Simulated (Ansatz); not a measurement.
Program: Ansatz. Geometries: PBE0-D4/def2-TZVP. ΔE: electronic, gas phase. CBS: MP2 limit from def2 TZ/QZ plus the TZ coupled-cluster correction, frozen cores. This one scheme is used for every species. DFT in def2-TZVPP. HSE06 is defined as in plane-wave codes. For As outer-core shells are correlated without core-valence functions, which leaves a few kJ/mol of doubt a bond. Scalar relativity is left out up to krypton. Each species was taken in one conformer, which may not be the lowest.

`O/C=N/[AsH2]` + `CC(=O)O` → `CC(=O)O[AsH2]` + `N=CO`  (ligand exchange at the As–N bond)

`O/C=N/[AsH2]`:

Cartesian coordinates in Å:
```
O -1.761 -0.356 -1.310
C -0.853 0.249 -0.539
N 0.106 -0.375 -0.012
As 1.256 0.673 1.029
H -1.513 -1.291 -1.349
H -1.078 1.318 -0.453
H 2.535 0.089 0.439
H 1.308 -0.307 2.195
```

`CC(=O)O`:

Z-matrix (Å, degrees):
```
C
C 1 1.495
H 1 1.092 2 109.8
H 1 1.092 2 109.8 3 117.7
H 1 1.087 2 109.6 3 -121.2
O 2 1.200 1 126.0 3 121.1
O 2 1.346 1 111.6 3 -58.9
H 7 0.968 2 106.4 1 180.0
```

`CC(=O)O[AsH2]`:

```xyz
10

C     0.907   -0.203   -1.451
C     0.054   -0.463   -0.248
O    -0.638   -1.439   -0.085
O     0.126    0.512    0.652
As   -0.835    0.103    2.185
H     1.949   -0.094   -1.146
H     0.606    0.736   -1.920
H     0.806   -1.023   -2.157
H    -0.759    1.572    2.598
H    -2.218    0.297    1.572
```

`N=CO`:

Z-matrix (Å, degrees):
```
C
O 1 1.336
N 1 1.258 2 122.1
H 1 1.092 2 110.5 3 -180.0
H 2 0.968 1 106.6 3 -0.0
H 3 1.014 1 111.3 2 180.0
```

| level | ΔE (kJ/mol) | difference from CCSD(T)/CBS |
| --- | --- | --- |
| BLYP-D4 | -15.8 | -7.0 |
| HSE06-D4 | -6.2 | 2.6 |
| BHLYP-D4 | -10.6 | -1.8 |
| B2PLYP | -9.4 | -0.6 |
| revPBE | -7.5 | 1.3 |
| r2SCAN0 | -6.3 | 2.5 |
| HSE06 | -5.1 | 3.7 |
| BHLYP | -8.9 | -0.1 |
| RPA@PBE/def2-TZVPP | -10.8 | -2.0 |
| MP2/def2-SVP | -3.7 | 5.1 |
| CCSD/def2-SVP | -8.2 | 0.6 |
| CCSD(T)/def2-SVP | -8.6 | 0.2 |
| MP2/def2-TZVPP | -4.5 | 4.3 |
| CCSD(T)/def2-TZVPP | -8.3 | 0.5 |
| SCS-MP2/def2-QZVPP | -7.4 | 1.4 |
| MP2/CBS(def2) | -4.9 | 3.9 |
| CCSD(T)/CBS | -8.8 | 0 |

Largest T1 diagnostic among the species: 0.015.

From PBE to PBE0 (25 % exact exchange), in def2-TZVPP and without D4, ΔE moves by +3.3 kJ/mol. Leaving LDA and LC-ωPBE aside and taking each functional with its dispersion term where it has one, the values, not all of them listed here, spread over 11.3 kJ/mol, from BLYP-D4 to PBE-QIDH.

CCSD(T)/CBS has its own doubt, a few kJ/mol and more with outer-core shells, so smaller differences from it don't rank the levels.
